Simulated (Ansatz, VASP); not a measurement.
## Two plane-wave programs on GaCo

File INCAR:

```
ALGO = Normal
EDIFF = 1E-6
ENCUT = 520
GGA = PE
ISIF = 2
ISMEAR = 0
ISPIN = 2
LASPH = T
LCHARG = T
LELF = T
LMAXMIX = 4
LORBIT = 11
LREAL = F
LVHAR = T
LWAVE = F
MAGMOM = 0 0 3 3
NBANDS = 34
NELM = 150
PREC = Accurate
SIGMA = 0.1
```

The input KPOINTS:

```
k-points
0
Gamma
  6 6 6
```

The input POSCAR:

```
GaCo
1.0
    0.0000000000      2.8827075894      2.8827075894
    2.8827075894      0.0000000000      2.8827075894
    2.8827075894      2.8827075894      0.0000000000
Ga Co
2 2
Direct
    0.5000000000      0.5000000000      0.5000000000
    0.7500000000      0.7500000000      0.7500000000
    0.0000000000      0.0000000000      0.0000000000
    0.2500000000      0.2500000000      0.2500000000
```

Input for Ansatz:

```yaml
crystal:
  lattice:
    - [0.0, 2.8827075894, 2.8827075894]
    - [2.8827075894, 0.0, 2.8827075894]
    - [2.8827075894, 2.8827075894, 0.0]
  atoms:
    - { symbol: Ga, position: [0.5, 0.5, 0.5] }
    - { symbol: Ga, position: [0.75, 0.75, 0.75] }
    - { symbol: Co, position: [0.0, 0.0, 0.0], spin: 3.0 }
    - { symbol: Co, position: [0.25, 0.25, 0.25], spin: 3.0 }
basis:
  ecutwfc: 420
kpoints:
  mp_grid: { grid: [6, 6, 6] }
hamiltonian:
  xc: pbe
scf:
  occupations: { method: gaussian, width: 0.1 }
  lower_state_search: "off"
output:
  forces: true
  stress: true
  eigenvalues: true
  populations: true
magnetization:
  spin_polarized: true
```

Alike in both runs: task single point; functional PBE; k mesh 6 × 6 × 6; occupations gaussian, width 0.1 eV; collinear spin.

```csv
,VASP,Ansatz
version,VASP 6.6.1,Ansatz 0.2.0
potentials or method,"VASP PAW PBE potentials, release 64 (Ga_d, Co)","scalar-relativistic, plane waves, PAW"
plane-wave cutoff (eV),520,420
valence electrons in the cell,44,60
```

|  | VASP | Ansatz | Ansatz less VASP |
| --- | --- | --- | --- |
| gap on the k mesh at the Fermi level (eV) | none | none | - |
| pressure (GPa) | 8.0 | 8.0 | -0.07 |
| net moment per atom (μB) | 0.43 | 0.44 | +0.008 |
| size of the moment on the site where the two differ most (μB) | 0.90 | 0.92 | +0.026 |

Site moments also hang on the region over which each program counts them. A gap of «none» marks a metal or a gap that the smearing closes. With one functional, cell and mesh, what is left measures potentials, basis and numerics. The two sets of potentials don't hold the same shells in valence.
